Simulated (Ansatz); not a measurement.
# CsPbCl3 under changes of volume

One of the cells (35.217 Å³/atom); the others are scaled copies at fixed shape and fractional positions:

```
CELL_PARAMETERS angstrom
5.60500 0.00000 0.00000
0.00000 5.60500 0.00000
0.00000 0.00000 5.60500
ATOMIC_POSITIONS crystal
Pb 0.50000 0.50000 0.50000
Cs 0.00000 0.00000 0.00000
Cl 0.50000 0.00000 0.50000
Cl 0.00000 0.50000 0.50000
Cl 0.50000 0.50000 0.00000
```

| Quantity | Value |
| --- | --- |
| Program | Ansatz 0.2.0 |
| Functional | PBE |
| Potentials or basis | all-electron LAPW, scalar-relativistic |
| Cutoff | 209 eV (chosen from the basis error) |
| Basis error allowed | 0.001 eV/atom |
| k mesh | 5 × 5 × 5 |
| Occupations | fermi-dirac, width 0.05 eV |
| Spin | no spin polarisation |

| volume (Å³/atom) | energy over the lowest point (meV/atom) | pressure (GPa) | gap on the mesh (eV) |
| --- | --- | --- | --- |
| 33.104 | 48.28 | 3.8 | 2.80 |
| 33.809 | ? | ? | ? |
| 34.513 | 21.34 | 2.4 | 2.91 |
| 35.217 | 12.37 | 1.7 | 2.95 |
| 35.922 | 5.99 | 1.2 | 3.00 |
| 36.626 | 1.95 | 0.7 | 3.04 |
| 37.330 | 0.00 | 0.2 | 3.07 |

Problem. What does the run at 33.809 Å³/atom give?

Solution. Energy over the lowest point 33.21 meV/atom; pressure 3.1 GPa; gap on the mesh 2.85 eV.

Worked out: A Birch-Murnaghan fit of order 3 (a polynomial in V^(-2/3)) to the other rows has its minimum at 37.70 Å³/atom, just outside them, with B0 = V·E''(V) = 22 GPa and B' = 4.6. It gives 33.19 meV/atom at 33.809 Å³/atom, against the run's 33.21, and -dE/dV = 3.0 GPa, against 3.1. A parabola through the other rows of the gap, of slope 2.59 eV per unit of ln V (its deformation potential) there, gives 2.86 eV, against the run's 2.85.

Energies are extrapolated to zero smearing.

Caveats: spin-orbit coupling is left out, which as a rule narrows the gap of such compounds by several tenths of an eV; an odd mesh through Γ misses points on the zone boundary, where band edges often lie.
